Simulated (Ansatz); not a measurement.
# How far is PAW off for Sb?

```
Sb
1.0
     3.30162    0.00000    0.00000
    -1.65081    2.85929    0.00000
     0.00000    0.00000    5.33000
Sb
2
Cartesian
  0.0000 1.9062 1.3325
  1.6508 0.9531 3.9975
```

Atoms are numbered in the order listed.

The cell is COD entry 1539203, as deposited and not checked against the literature; nothing was relaxed. The listed cell was then made from it by scaling, straining or moving an atom.

No spin–orbit coupling, which matters for the heavy atoms here.

Methods: DFT, PBE, PAW with Ansatz's default frozen-core files, scalar-relativistic (Ansatz 0.2.0); DFT, PBE, all-electron PAW with datasets made for the crystal, scalar-relativistic (Ansatz 0.2.0); DFT, PBE, all-electron LAPW, scalar-relativistic (Ansatz 0.2.0).

For PAW: a Γ-centred 12×12×7 k mesh, Fermi–Dirac smearing of 0.05 eV, cutoff 420 eV, no spin polarisation. The crystal-made all-electron datasets (AE datasets) take a cutoff of 180 eV at this cell. LAPW targets a basis error of 0.5 meV/atom. The Ansatz runs share mesh, smearing and spin set-up. Plane-wave (PAW) pressures include the program's estimate of the Pulay term.

Stress and pressure are positive in compression.

The change that made this cell: equal xx and yy strain of -2 %.

No spin–orbit coupling: at heavy atoms the gradients can be off by tens of per cent for that reason.

In a metal, gradients converge slowly with the k mesh: the values move by tens of per cent from one mesh to another, at times in sign, so only the comparison on one mesh counts.

```json
{"quantity": "pressure (GPa)", "PAW": "6.18", "AE datasets": "6.18", "LAPW": "6.18"}
{"quantity": "stress xx (GPa)", "PAW": "6.49", "AE datasets": "6.49", "LAPW": "6.49"}
{"quantity": "stress zz (GPa)", "PAW": "5.56", "AE datasets": "5.57", "LAPW": "5.57"}
{"quantity": "field gradient Vzz at Sb1 (10²¹ V/m²)", "PAW": "2.02", "AE datasets": "2.01", "LAPW": "–"}
```
